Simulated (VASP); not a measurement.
# C in VASP: relaxation of the atoms with PBE+D3(BJ)

Aim: the relaxation of the atoms of C with PBE+D3(BJ).

All numbers are computed with VASP 6.6.1; they aren't measurements. Logs are shortened: lines on timing, memory, paths and dates and some standing lists are left out, and cuts for length are marked.

## Step 1: The cell of the first run

The cell holds a slab with vacuum, 8 atoms: a = 2.456 Å, b = 2.456 Å, c = 25.095 Å, α = 90.00°, β = 90.00°, γ = 120.00°.

The slab is cut from a database's or a generator's crystal, which needn't be the stable form of the element.

## Step 2: Relaxation of the atoms, PBE+D3(BJ) (the (0 0 1) slab of C, cut from the database cell, not relaxed)

File INCAR:

```
SYSTEM = C
PREC     = Accurate       ! precision mode
ENCUT    = 520            ! plane-wave cutoff, eV
EDIFF    = 1E-7           ! SCF threshold, eV
ISMEAR   = 0              ! smearing method
SIGMA    = 0.05           ! smearing width, eV
LREAL    = .FALSE.        ! projectors in reciprocal space
LASPH    = .TRUE.         ! aspherical terms in the spheres
NELM     = 100            ! most SCF steps
ALGO     = Normal         ! electronic algorithm
ISIF     = 2              ! what is computed and relaxed
LWAVE    = .FALSE.        ! write WAVECAR
LCHARG   = .FALSE.        ! write CHGCAR
LDIPOL   = .TRUE.       
IDIPOL   = 3            
DIPOL    = 0.5 0.5 0.500
GGA      = PE             ! functional
IVDW     = 12             ! dispersion correction
IBRION   = 2              ! ionic algorithm
NSW      = 60             ! ionic steps
EDIFFG   = -0.005         ! ionic threshold
```

File KPOINTS:

```
Automatic mesh
0
G
  12 12 1
  0 0 0
```

File POSCAR:

```
C
1.0
    2.4560526929      0.0000000000      0.0000000000
   -1.2280263465      2.1270040252      0.0000000000
    0.0000000000      0.0000000000     25.0945846916
C
8
Selective dynamics
Direct
    0.6666666667      0.3333333333      0.2988692617  F F F
    0.3333333333      0.6666666667      0.3010032749  F F F
    0.3333333333      0.6666666667      0.4322450829  F F F
    0.0000000000      0.0000000000      0.4343790960  F F F
    0.0000000000      0.0000000000      0.5656209040  T T T
    0.6666666667      0.3333333333      0.5677549171  T T T
    0.6666666667      0.3333333333      0.6989967251  T T T
    0.3333333333      0.6666666667      0.7011307383  T T T
```

Potentials or basis: VASP PAW PBE potentials, release 64 (C).

Command:

```bash
$ cat potpaw_PBE.64/C/POTCAR > POTCAR
$ mpirun -np 1 vasp_std > vasp.out
```

OUTCAR:

```text
SYSTEM = C
   PREC = Accurate
   ENCUT = 520
   EDIFF = 1E-7
   ISMEAR = 0
   LREAL = .FALSE.
   LASPH = .TRUE.
   NELM = 100
   ISIF = 2
   GGA = PE
   IVDW = 12
   IBRION = 2
   NSW = 60
   EDIFFG = -0.005
 IVDW          = 12

 ion  position               nearest neighbor table
   1  0.667  0.333  0.299-   2 1.42   2 1.42   2 1.42
   2  0.333  0.667  0.301-   1 1.42   1 1.42   1 1.42
   3  0.333  0.667  0.432-   4 1.42   4 1.42   4 1.42
   4  0.000  0.000  0.434-   3 1.42   3 1.42   3 1.42
   5  0.000  0.000  0.566-   6 1.42   6 1.42   6 1.42
   6  0.667  0.333  0.568-   5 1.42   5 1.42   5 1.42
   7  0.667  0.333  0.699-   8 1.42   8 1.42   8 1.42
   8  0.333  0.667  0.701-   7 1.42   7 1.42   7 1.42

  LATTYP: Found a hexagonal cell.
 ALAT       =     2.4560526929
 C/A-ratio  =    10.2174455638

  Lattice vectors:

 A1 = (   2.4560526929,   0.0000000000,   0.0000000000)
 A2 = (  -1.2280263465,   2.1270040252,   0.0000000000)
 A3 = (   0.0000000000,   0.0000000000,  25.0945846916)

Analysis of symmetry for initial positions (statically):
=====================================================================
 Subroutine PRICEL returns:
 Original cell was already a primitive cell.

 Routine SETGRP: Setting up the symmetry group for a
 hexagonal supercell.

 Subroutine GETGRP returns: Found 12 space group operations
 (whereof 12 operations were pure point group operations)
 out of a pool of 24 trial point group operations.

The static configuration has the point symmetry D_3d.

Analysis of symmetry for dynamics (positions and initial velocities):
=====================================================================
 Subroutine PRICEL returns:
 Original cell was already a primitive cell.

 Routine SETGRP: Setting up the symmetry group for a
 hexagonal supercell.

 Subroutine GETGRP returns: Found 12 space group operations
 (whereof 12 operations were pure point group operations)
 out of a pool of 24 trial point group operations.

The dynamic configuration has the point symmetry D_3d.

Analysis of constrained symmetry for selective dynamics:
=====================================================================
 Subroutine PRICEL returns:
 Original cell was already a primitive cell.

 Routine SETGRP: Setting up the symmetry group for a
 hexagonal supercell.

 Subroutine GETGRP returns: Found  6 space group operations
 (whereof  6 operations were pure point group operations)
 out of a pool of 24 trial point group operations.

The constrained configuration has the point symmetry C_3v.

 Subroutine INISYM returns: Found  6 space group operations
 (whereof  6 operations are pure point group operations),
 and found     1 'primitive' translations

----------------------------------------------------------------------------------------

                                     Primitive cell

  volume of cell :     131.0950

  direct lattice vectors                    reciprocal lattice vectors
     2.456052693  0.000000000  0.000000000     0.407157388  0.235072428  0.000000000
    -1.228026347  2.127004025  0.000000000     0.000000000  0.470144855  0.000000000
     0.000000000  0.000000000 25.094584692     0.000000000  0.000000000  0.039849235

  length of vectors
     2.456052693  2.456052693 25.094584692     0.470144855  0.470144855  0.039849235

  position of ions in fractional coordinates (direct lattice)
     0.666666667  0.333333333  0.298869262
     0.333333333  0.666666667  0.301003275
     0.333333333  0.666666667  0.432245083
     0.000000000  0.000000000  0.434379096
     0.000000000  0.000000000  0.565620904
     0.666666667  0.333333333  0.567754917
     0.666666667  0.333333333  0.698996725
     0.333333333  0.666666667  0.701130738

  ion indices of the primitive-cell ions
   primitive index   ion index
                 1           1
                 2           2
                 3           3
                 4           4
                 5           5
                 6           6
                 7           7
                 8           8

----------------------------------------------------------------------------------------

 KPOINTS: Automatic mesh

Automatic generation of k-mesh.
 Grid dimensions read from file:
 generate k-points for:   12   12    1

 Generating k-lattice:

  Cartesian coordinates                     Fractional coordinates (reciprocal lattice)
     0.033929782  0.019589369  0.000000000     0.083333333 -0.000000000  0.000000000
     0.000000000  0.039178738  0.000000000     0.000000000  0.083333333  0.000000000
     0.000000000  0.000000000  0.039849235     0.000000000  0.000000000  1.000000000

  Length of vectors
     0.039178738  0.039178738  0.039849235

  Shift w.r.t. Gamma in fractional coordinates (k-lattice)
     0.000000000  0.000000000  0.000000000

 Subroutine IBZKPT returns following result:
 ===========================================

 Found     19 irreducible k-points:

 Following reciprocal coordinates:
            Coordinates               Weight
  0.000000  0.000000  0.000000      1.000000
  0.083333 -0.000000  0.000000      6.000000
  0.166667 -0.000000  0.000000      6.000000
  0.250000 -0.000000  0.000000      6.000000
  0.333333 -0.000000  0.000000      6.000000
  0.416667 -0.000000  0.000000      6.000000
[... 11 lines left out ...]
  0.333333  0.250000  0.000000     12.000000
  0.333333  0.333333  0.000000      2.000000
   k-points           NKPTS =     19   k-points in BZ     NKDIM =     19   number of bands    NBANDS=     21
   number of dos      NEDOS =    301   number of ions     NIONS =      8
   total plane-waves  NPLWV =  62208
   dimension x,y,z NGX =    18 NGY =   18 NGZ =  192
   dimension x,y,z NGXF=    36 NGYF=   36 NGZF=  384
   ions per type =               8
   NGX,Y,Z   is equivalent  to a cutoff of  12.18, 12.18, 12.72 a.u.
   NGXF,Y,Z  is equivalent  to a cutoff of  24.37, 24.37, 25.44 a.u.
 SYSTEM =  C
   PREC   = accura    normal or accurate (medium, high low for compatibility)
   ISTART =      0    job   : 0-new  1-cont  2-samecut
   ICHARG =      2    charge: 1-file 2-atom 10-const
   ISPIN  =      1    spin polarized calculation?
   LNONCOLLINEAR =      F non collinear calculations
   LSORBIT =      F    spin-orbit coupling
   LASPH  =      T    aspherical Exc in radial PAW
   ENCUT  =  520.0 eV  38.22 Ry    6.18 a.u.   4.57  4.57 46.66*2*pi/ulx,y,z
   NELM   =    100;   NELMIN=  2; NELMDL= -5     # of ELM steps
   EDIFF  = 0.1E-06   stopping-criterion for ELM
   LREAL  =      F    real-space projection
   EDIFFG = -.5E-02   stopping-criterion for IOM
   NSW    =     60    number of steps for IOM
   IBRION =      2    ionic relax: 0-MD 1-quasi-New 2-CG
   NFREE  =      1    steps in history (QN), initial steepest desc. (CG)
   ISIF   =      2    stress and relaxation
   ISYM   =      2    0-nonsym 1-usesym 2-fastsym
   POTIM  = 0.5000    time-step for ionic-motion
   TEBEG  =    0.0;   TEEND  =   0.0 temperature during run
   PSTRESS=    0.0 pullay stress
   NELECT =      32.0000    total number of electrons
   NUPDOWN=      -1.0000    fix difference up-down
   EMIN   =  10.00;   EMAX   =-10.00  energy-range for DOS
   EFERMI =   0.00;   METHOD = LEGACY
   ISMEAR =     0;   SIGMA  =   0.05  broadening in eV -4-tet -1-fermi 0-gaus
   EFERMI_NEDOS =   21; number of points for ismear=-14 and -15
   IALGO  =     38    algorithm
   IMIX   =      4    mixing-type and parameters
     AMIX     =   0.40;   BMIX     =  1.00
     AMIX_MAG =   1.60;   BMIX_MAG =  1.00
  volume/ion in A,a.u.               =      16.39       110.58
  Fermi-wavevector in a.u.,A,eV,Ry     =   1.023127  1.933429 14.242423  1.046789
  Thomas-Fermi vector in A             =   2.156844
   LORBIT       =      0    0 simple, 1 ext, 2 COOP (PROOUT), +10 PAW based schemes
   GGA     = PE    functional components
   LHFCALC =     F    Hartree Fock is set to
   AEXX    =    0.0000 exact exchange contribution
   IVDW    =    12    specifies the selected vdW correction
   LEPSILON=     F    determine dielectric tensor
   LRPA    =     F    only Hartree local field effects (RPA)
 conjugate gradient relaxation of ions
 non-spin polarized calculation
 Gauss-broadening in eV      SIGMA  =   0.05
  energy-cutoff  :      520.00
  volume of cell :      131.09
 maximum number of plane-waves:      3587
   NGX =  9   NGY =  9   NGZ = 93

--------------------------------------- Ionic step        1  -------------------------------------------

 number of electron      31.9999991 magnetization

 Free energy of the ion-electron system (eV)
  ---------------------------------------------------
  ext. energy  EPLUGINS =         0.00000000
  ---------------------------------------------------
  free energy    TOTEN  =       -73.60716738 eV

  energy without entropy =      -73.60638378  energy(sigma->0) =      -73.60677558

------------------------ aborting loop because EDIFF is reached ----------------------------------------

 Edisp (eV)   -1.10543

 E8    (eV) :    -0.3217

  FORCE on cell =-STRESS in cart. coord.  units (eV):
  Direction    XX          YY          ZZ          XY          YZ          ZX
  --------------------------------------------------------------------------------------
  -------------------------------------------------------------------------------------
  Total       2.46934     2.46934    -0.21120    -0.00000     0.00000     0.00000
  in kB      30.17901    30.17901    -2.58119    -0.00000     0.00000     0.00000
  external pressure =       19.26 kB  Pullay stress =        0.00 kB
[... 161 lines left out ...]
  FREE ENERGIE OF THE ION-ELECTRON SYSTEM (eV)
  ---------------------------------------------------
  free  energy   TOTEN  =       -74.7578086245 eV

  energy  without entropy=      -74.7570251294  energy(sigma->0) =      -74.75741688

 dipolmoment           0.000000      0.000000      0.000009 electrons x Angstroem

--------------------------------------- Ionic step        5  -------------------------------------------

 number of electron      31.9999991 magnetization

------------------------ aborting loop because EDIFF is reached ----------------------------------------

 Edisp (eV)   -1.10540

 E8    (eV) :    -0.3217
[... 35 lines left out ...]
  energy  without entropy=      -74.7570408207  energy(sigma->0) =      -74.75743256

--------------------------------------- Ionic step        6  -------------------------------------------

 number of electron      31.9999991 magnetization

 dipolmoment           0.000000      0.000000     -0.000227 electrons x Angstroem

 Free energy of the ion-electron system (eV)
  ---------------------------------------------------
  ext. energy  EPLUGINS =         0.00000000
  ---------------------------------------------------
  free energy    TOTEN  =       -73.65242611 eV

  energy without entropy =      -73.65164261  energy(sigma->0) =      -73.65203436

 E-fermi :   0.5673     XC(G=0):  -5.8642

 val. band max:        0.5667633383   @ k =   0.3333   0.3333   0.0000
 cond. band min:       0.5678368435   @ k =   0.3333   0.3333   0.0000
 fundamental gap:      0.0010735052
 Fermi energy:         0.5673000910

 k-point     1 :       0.0000    0.0000    0.0000
  band No.  band energies     occupation
      1     -19.1576      2.00000
      2     -19.0808      2.00000
      3     -18.9873      2.00000
      4     -18.9098      2.00000
      5      -7.8759      2.00000
      6      -7.4240      2.00000
[... 445 lines left out ...]
     20       0.9502      0.00000
     21      11.0760      0.00000

------------------------ aborting loop because EDIFF is reached ----------------------------------------

 vacuum level on the upper side and lower side of the slab       (xc-potential included)        -0.048        -0.041

 Edisp (eV)   -1.10540

 E8    (eV) :    -0.3217

  FORCE on cell =-STRESS in cart. coord.  units (eV):
  Direction    XX          YY          ZZ          XY          YZ          ZX
  --------------------------------------------------------------------------------------
  -------------------------------------------------------------------------------------
  Total       2.47509     2.47509    -0.09843    -0.00000    -0.00000     0.00000
  in kB      30.24931    30.24931    -1.20291    -0.00000    -0.00000     0.00000
  external pressure =       19.77 kB  Pullay stress =        0.00 kB
[... 23 lines left out ...]
  FREE ENERGIE OF THE ION-ELECTRON SYSTEM (eV)
  ---------------------------------------------------
  free  energy   TOTEN  =       -74.7578279306 eV

  energy  without entropy=      -74.7570444243  energy(sigma->0) =      -74.75743618

 reached required accuracy - stopping structural energy minimisation

 vacuum level on the upper side and lower side of the slab         4.767         4.776
```

Run time: 4.2 min. Hardware: 1 thread of Intel Xeon Platinum 8259CL at 2.50GHz (Skylake/Cascade Lake), shared host; peak memory 0.25 GiB.

What came out:

```yaml
Free_energy: -74.7578 eV
Energy_gained_by_relaxing: 5.7 meV/atom
Ionic_steps: 6
Band_gap_on_the_k_mesh: 0.00 eV, direct
Dispersion_energy_per_atom: -0.138 eV
```

The path:
```tsv
step	energy change (eV)	largest force (eV/Å)	pressure (GPa)
1	0.0000	0.8771	1.93
2	-0.0291	0.8771	1.96
3	-0.0452	0.8772	1.97
4	-0.0452	0.8771	1.98
5	-0.0452	0.8771	1.98
6	-0.0452	0.8771	1.98
```

Final structure:
```xyz
8
Lattice="2.4561 0.0000 0.0000 -1.2280 2.1270 0.0000 0.0000 0.0000 25.0946" Properties=species:S:1:pos:R:3 pbc="T T T"
C     1.2280    0.7090    7.5000
C     0.0000    1.4180    7.5536
C     0.0000    1.4180   10.8470
C     0.0000    0.0000   10.9006
C     2.4561    0.0000   14.2197
C     1.2280    0.7090   14.2215
C     1.2280    0.7090   17.5676
C     0.0000    1.4180   17.5684
```

Levels at points of the mesh, in eV from the valence-band top:
```csv
k point,band 12,band 13,band 14,band 15,band 16,band 17,band 18,band 19,band 20,band 21
"(0.00, 0.00, 0.00)",-3.02,-3.00,-3.00,-2.98,-2.98,3.49,3.62,4.59,5.31,5.75
"(0.50, 0.00, 0.00)",-6.39,-2.71,-2.54,-2.30,-2.08,1.44,1.66,1.84,1.95,7.34
```
